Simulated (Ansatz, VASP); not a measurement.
## Ni in VASP and in Ansatz

The input INCAR:

```
  ALGO = Normal
  EDIFF = 1E-7
  ENCUT = 520
  GGA = PE
  ISIF = 2
  ISMEAR = -1
  ISPIN = 2
  LASPH = True
  LCHARG = False
  LMAXMIX = 4
  LORBIT = 11
  LREAL = False
  LWAVE = False
  MAGMOM = 1.5
  NBANDS = 15
  NELM = 150
  PREC = Accurate
  SIGMA = 0.05
```

Contents of KPOINTS:

```
k-points
0
Gamma
  15 15 15
```

Contents of POSCAR:

```
Ni
1.0
    0.0000000000      1.6799391071      1.9381285000
    1.6799391071      0.0000000000      1.9381285000
    1.6799391071      1.6799391071      0.0000000000
Ni
1
Direct
    0.0000000000      0.0000000000      0.0000000000
```

Input for Ansatz:

```yaml
crystal:
  lattice:
    - [0.0, 1.6799391071, 1.9381285]
    - [1.6799391071, 0.0, 1.9381285]
    - [1.6799391071, 1.6799391071, 0.0]
  atoms:
    - { symbol: Ni, position: [0.0, 0.0, 0.0], spin: 1.5 }
magnetization:
  spin_polarized: true
kpoints:
  mp_grid: { grid: [15, 15, 15] }
scf:
  occupations: { method: fermi_dirac, width: 0.05 }
  lower_state_search: "off"
hamiltonian:
  xc: pbe
  pseudopotentials: { kind: paw }
output:
  forces: true
  stress: true
  eigenvalues: true
  write_density: true
  write_potential: true
  elf: true
  volumetric_format: npy
```

Change from the starting cell: stretched by +10 % along [0.0, 0.0, 1.0] at fixed volume; collinear moments without spin-orbit coupling, PAW files.

Alike in both runs: task single point; functional PBE; k mesh 15 × 15 × 15; occupations fermi-dirac, width 0.05 eV; collinear spin.

|  | VASP | Ansatz |
| --- | --- | --- |
| version | VASP 6.6.1 | Ansatz 0.2.0 |
| potentials or method | VASP PAW PBE potentials, release 64 (Ni) | PAW with Ansatz's default frozen-core files, scalar-relativistic |
| plane-wave cutoff (eV) | 520 | 420 |
| valence electrons in the cell | 10 | 18 |

Ansatz gave:

```
pressure (GPa)                                                : 1.0
largest component of the traceless stress (GPa)               : 15.12
net moment per atom (μB)                                      : 0.62
size of the moment on the site where the two differ most (μB) : 0.66
```

Q: Estimate VASP's values.

A: Pressure (GPa): 0.9; largest component of the traceless stress (GPa): 14.64; net moment per atom (μB): 0.61; size of the moment on the site where the two differ most (μB): 0.62.

Site moments also hang on the region over which each program counts them. With one functional, cell and mesh, what is left measures potentials, basis and numerics. The two sets of potentials don't hold the same shells in valence.
